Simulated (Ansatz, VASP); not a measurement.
## SnSe: VASP beside Ansatz

```
CELL_PARAMETERS angstrom
0.00000 3.01000 3.01000
3.01000 0.00000 3.01000
3.01000 3.01000 0.00000
ATOMIC_POSITIONS crystal
Sn 0.00000 0.00000 0.00000
Se 0.50000 0.50000 0.50000
```

Alike in both runs: task single point; functional PBE; k mesh 4 × 4 × 4; occupations gaussian, width 0.05 eV; no spin polarisation.

|  | VASP | Ansatz |
| --- | --- | --- |
| version | VASP 6.6.1 | Ansatz 0.2.0 |
| potentials or method | VASP PAW PBE potentials, release 64 (Sn_d, Se) | scalar-relativistic, plane waves, PAW |
| plane-wave cutoff (eV) | 520 | 420 |
| valence electrons in the cell | 20 | 30 |

```tsv
	VASP	Ansatz	Ansatz less VASP
gap on the k mesh at the Fermi level (eV)	0.57	0.57	-0.001
least direct gap on the mesh (eV)	0.57	0.57	-0.001
pressure (GPa)	-0.4	-0.4	+0.02
```

The functional is the same, so the differences come from potentials, cutoffs and numerics. The two sets of potentials don't hold the same shells in valence.

Caveats: the k mesh is coarse (spacing up to 0.45 Å⁻¹), so the values aren't converged; spin-orbit coupling is left out, which moves the levels of the heavy elements. A k mesh can miss the band edges.
